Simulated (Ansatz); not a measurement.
Input, command and steps of an Ansatz relaxation.

```yaml
crystal:
  lattice:
    - [3.4455529742, 0.0, 0.0]
    - [-1.7227764871, 2.9839364058, 0.0]
    - [0.0, 0.0, 5.8138287816]
  atoms:
    - { symbol: Ti, position: [0.0, 0.0, 0.0] }
    - { symbol: Se, position: [0.3333333333, 0.6666666667, 0.2646669947] }
    - { symbol: Se, position: [0.6666666667, 0.3333333333, 0.7353330053] }
basis:
  ecutwfc: 420
kpoints:
  mp_grid: { grid: [15, 15, 8] }
hamiltonian:
  xc: pbe
  dispersion: d3bj
scf:
  occupations: { method: gaussian, width: 0.1 }
output:
  forces: true
  stress: true
  eigenvalues: true
relax:
  adjacent_minimum: "off"
  f_tol: 0.01
  max_steps: 30
  cell: { stress_tol: 0.1, fix: [volume] }
```

```bash
ansatz run input.yaml --threads 1 --pin off --max-ram 2560MiB --backend cpu --events-out ev --progress --plain --runs-dir out
```

Level of theory: DFT PBE+D3(BJ), scalar-relativistic, plane waves, PAW in Ansatz 0.2.0.

The volume is held at 0.97 times that of the relaxed cell.

Of 4 frames 3 are shown, positions in Å and forces in eV/Å; the SCF threshold varies from step to step. Steps run on the plane waves of an earlier cell, with a Pulay correction in the pressure. The basis is chosen afresh for the last frame, the zero of the energies, and at times for earlier ones too; energy and pressure step there, also at an unchanged geometry.

```xyz
3
Lattice="3.4456 0.0000 0.0000 -1.7228 2.9839 0.0000 0.0000 0.0000 5.8138" Properties=species:S:1:pos:R:3:forces:R:3 pbc="T T T" step=1 free_energy_over_end_meV_per_atom=2.77 pressure_GPa=2.89
Ti    0.0000    0.0000    0.0000    0.0000    0.0000    0.0000
Se    0.0000    1.9893    1.5387    0.0000    0.0000    0.3152
Se    1.7228    0.9946    4.2751    0.0000    0.0000   -0.3152
3
Lattice="3.4597 0.0000 0.0000 -1.7298 2.9962 0.0000 0.0000 0.0000 5.7665" Properties=species:S:1:pos:R:3:forces:R:3 pbc="T T T" step=2 free_energy_over_end_meV_per_atom=1.54 pressure_GPa=0.41
Ti    0.0000    0.0000    0.0000    0.0000    0.0000    0.0000
Se    0.0000    1.9974    1.5731    0.0000    0.0000   -0.2405
Se    1.7298    0.9987    4.1934    0.0000    0.0000    0.2405
3
Lattice="3.4565 0.0000 0.0000 -1.7283 2.9934 0.0000 0.0000 0.0000 5.7770" Properties=species:S:1:pos:R:3:forces:R:3 pbc="T T T" step=4 free_energy_over_end_meV_per_atom=0.00 pressure_GPa=1.41
Ti    0.0000    0.0000    0.0000    0.0000    0.0000    0.0000
Se    0.0000    1.9956    1.5565    0.0000    0.0000   -0.0028
Se    1.7283    0.9978    4.2205    0.0000    0.0000    0.0028
```

Time: 41 s on 1 thread of Intel(R) Xeon(R) 6975P-C (Granite Rapids), on a shared host, peak memory 0.59 GiB.